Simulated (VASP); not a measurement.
**NaCl in VASP 6.6.1, single-point calculation**

INCAR

```
ISYM = -1
NELECT = 13.9
LASPH = .TRUE.
PREC = Accurate
ISIF = 2
ENCUT = 520
ISMEAR = -1
NSW = 0
SIGMA = 0.02
NBANDS = 14
IBRION = -1
EDIFF = 1E-7
LWAVE = .FALSE.
NELM = 120
LCHARG = .FALSE.
LREAL = .FALSE.
GGA = PE
```

KPOINTS

```
KPOINTS created by Atomic Simulation Environment
0
Gamma
4 4 4
0 0 0
```

POSCAR

```
Na Cl
 1.0000000000000000
     0.1547412070000000    2.8296369706000002    2.8296369706000002
     2.8296369706000002    0.1547412070000000    2.8296369706000002
     2.8296369706000002    2.8296369706000002    0.1547412070000000
 Na  Cl
   1   1
Cartesian
  0.0000000000000000  0.0000000000000000  0.0000000000000000
  2.9070075740999997  2.9070075740999997  2.9070075740999997
```

The recommended PBE PAW datasets give the neutral cell 14 valence electrons.

Command

```
mpirun -np 1 vasp_std
```

OSZICAR

```
N       E                     dE             d eps       ncg     rms          rms(c)
DAV:   1     0.101397841876E+03    0.10140E+03   -0.65416E+03  1816   0.934E+02
DAV:   2     0.107839454303E+01   -0.10032E+03   -0.92859E+02  1942   0.283E+02
DAV:   3    -0.666918553552E+01   -0.77476E+01   -0.76868E+01  2296   0.713E+01
DAV:   4    -0.679033051960E+01   -0.12114E+00   -0.12105E+00  2158   0.963E+00
DAV:   5    -0.679290275957E+01   -0.25722E-02   -0.25721E-02  2268   0.142E+00    0.195E+00
DAV:   6    -0.670025996979E+01    0.92643E-01   -0.16681E-01  2272   0.276E+00    0.146E+00
DAV:   7    -0.669109314781E+01    0.91668E-02   -0.76767E-02  2362   0.164E+00    0.920E-01
DAV:   8    -0.669546112370E+01   -0.43680E-02   -0.78185E-03  2074   0.728E-01    0.224E-01
DAV:   9    -0.669510811955E+01    0.35300E-03   -0.70154E-04  2266   0.204E-01    0.956E-02
DAV:  10    -0.669519869048E+01   -0.90571E-04   -0.28557E-04  2182   0.127E-01    0.562E-02
DAV:  11    -0.669519407602E+01    0.46145E-05   -0.23699E-05  2326   0.453E-02    0.363E-03
DAV:  12    -0.669519506918E+01   -0.99317E-06   -0.14475E-06  2218   0.873E-03    0.162E-03
DAV:  13    -0.669519508547E+01   -0.16285E-07   -0.57627E-08  2326   0.213E-03
   1 F= -.66951951E+01 E0= -.66943188E+01  d E =-.175255E-02
```

From OUTCAR

```
k-points           NKPTS =     64   k-points in BZ     NKDIM =     64   number of bands    NBANDS=     14

   NELECT =      13.9000    total number of electrons

   dimension x,y,z NGX =    30 NGY =   30 NGZ =   30
   dimension x,y,z NGXF=    60 NGYF=   60 NGZF=   60

  energy-cutoff  :      520.00
  volume of cell :       41.60
      direct lattice vectors                 reciprocal lattice vectors
     0.154741207  2.829636971  2.829636971    -0.191898170  0.181948173  0.181948173
     2.829636971  0.154741207  2.829636971     0.181948173 -0.191898170  0.181948173
     2.829636971  2.829636971  0.154741207     0.181948173  0.181948173 -0.191898170

 k-points in reciprocal lattice and weights: KPOINTS created by Atomic Simulation Env
   0.00000000  0.00000000  0.00000000       0.016
   0.25000000  0.00000000  0.00000000       0.016
   0.50000000  0.00000000  0.00000000       0.016
  -0.25000000  0.00000000 -0.00000000       0.016
   0.00000000  0.25000000  0.00000000       0.016
   0.25000000  0.25000000  0.00000000       0.016
   0.50000000  0.25000000  0.00000000       0.016
  -0.25000000  0.25000000  0.00000000       0.016
   ...

 E-fermi :  -0.3491

 k-point     1 :       0.0000    0.0000    0.0000
  band No.  band energies     occupation
      1     -20.8724      2.00000
      2     -20.8724      2.00000
      3     -20.8640      2.00000
      4     -13.2234      2.00000
      5      -0.5769      1.99998
      6      -0.2526      0.01591
      7      -0.2526      0.01591
      8       5.1607      0.00000
      9      10.2683      0.00000
     10      11.3685      0.00000
     11      11.3685      0.00000
     12      13.2468      0.00000
     13      13.2468      0.00000
     14      14.9693      0.00000

 k-point     2 :       0.2500    0.0000    0.0000
  band No.  band energies     occupation
      1     -20.8946      2.00000
      2     -20.8749      2.00000
      3     -20.8651      2.00000
      4     -13.0091      2.00000
      5      -1.5226      2.00000
      6      -0.6827      2.00000
      7      -0.4466      1.98485
      8       6.6336      0.00000
      9      10.1067      0.00000
     10      10.8627      0.00000
     11      11.6374      0.00000
     12      12.8175      0.00000
     13      13.5276      0.00000
     14      15.9824      0.00000

 k-point     3 :       0.5000    0.0000    0.0000
  band No.  band energies     occupation
      1     -20.9165      2.00000
      2     -20.8773      2.00000
      3     -20.8658      2.00000
      4     -12.7790      2.00000
      5      -2.4681      2.00000
      6      -0.8096      2.00000
      7      -0.6263      2.00000
      8       7.1182      0.00000
      9      10.4562      0.00000
     10      11.1394      0.00000
     11      11.1679      0.00000
     12      15.1955      0.00000
     13      15.4119      0.00000
     14      16.8465      0.00000

 k-point     4 :      -0.2500    0.0000   -0.0000
  band No.  band energies     occupation
      1     -20.8946      2.00000
      2     -20.8749      2.00000
      3     -20.8651      2.00000
      4     -13.0091      2.00000
      5      -1.5226      2.00000
      6      -0.6827      2.00000
      7      -0.4466      1.98485
      8       6.6336      0.00000
      9      10.1067      0.00000
     10      10.8627      0.00000
     11      11.6374      0.00000
     12      12.8175      0.00000
     13      13.5276      0.00000
     14      15.9824      0.00000

 ...

  Total        0.1608181      0.1608176      0.1608212     -0.1001053     -0.1001060     -0.1001079
  in kB        6.1937791      6.1937570      6.1938972     -3.8554732     -3.8555019     -3.8555752
  external PRESSURE =       6.1938111 kB  Pullay stress =       0.0000000 kB

 POSITION                                       TOTAL-FORCE (eV/Angst)
 -----------------------------------------------------------------------------------
      0.00000      0.00000      0.00000        -0.000000     -0.000001     -0.000000
      2.90701      2.90701      2.90701         0.000000      0.000001      0.000000
 -----------------------------------------------------------------------------------
    total drift:                               -0.000000      0.000001      0.000001

  FREE ENERGIE OF THE ION-ELECTRON SYSTEM (eV)
  ---------------------------------------------------
  free  energy   TOTEN  =        -6.6951950855 eV

  energy  without entropy=       -6.6934425345  energy(sigma->0) =       -6.69431881
```

It converged. Results: pressure 0.6 GPa.

The cell is charged and sits in a uniform background.

For comparison, a separate PBE run of the intended cell, on usual settings and not on those above, gives a gap of 5.23 eV on its mesh and a pressure of 3.1 GPa.

The run above took about 35 s on one core of a shared host (Intel Xeon Platinum 8488C) and held 0.18 GiB at most.
